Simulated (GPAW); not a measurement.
Ge:

```
CELL_PARAMETERS angstrom
5.01240 2.89391 1.98864
-5.01240 2.89391 1.98864
0.00000 -5.78782 1.98864
ATOMIC_POSITIONS crystal
Ge 0.27823 0.46995 0.97307
Ge 0.46995 0.97307 0.27823
Ge 0.97307 0.27823 0.46995
Ge 0.72177 0.53005 0.02693
Ge 0.53005 0.02693 0.72177
Ge 0.02693 0.72177 0.53005
Ge 0.28552 0.28552 0.28552
Ge 0.71448 0.71448 0.71448
```

This isn't the form of Ge at room conditions, which is diamond.

Base run:

```yaml
Program: GPAW 26.7.0
Functional: PBEsol
Potentials_or_basis: PAW data sets generated in the run's folder for this functional
Cutoff: 600 eV
Basis: pw
k_mesh: 4 × 4 × 4
Occupations: fermi-dirac, width 0.05 eV
Spin: no spin polarisation
```

Its results: pressure -3.1 GPa; largest force 0.054 eV/Å.

**Question.** The run is repeated on the same cell with these changes: functional from PBEsol to LDA; potentials or basis from PAW data sets generated in the run's folder for this functional to the program's PAW data sets (release 1.2.1) made for this functional. What comes out?

**Answer.** Pressure -4.8 GPa; largest force 0.107 eV/Å.

Not every run made on this cell is shown here.
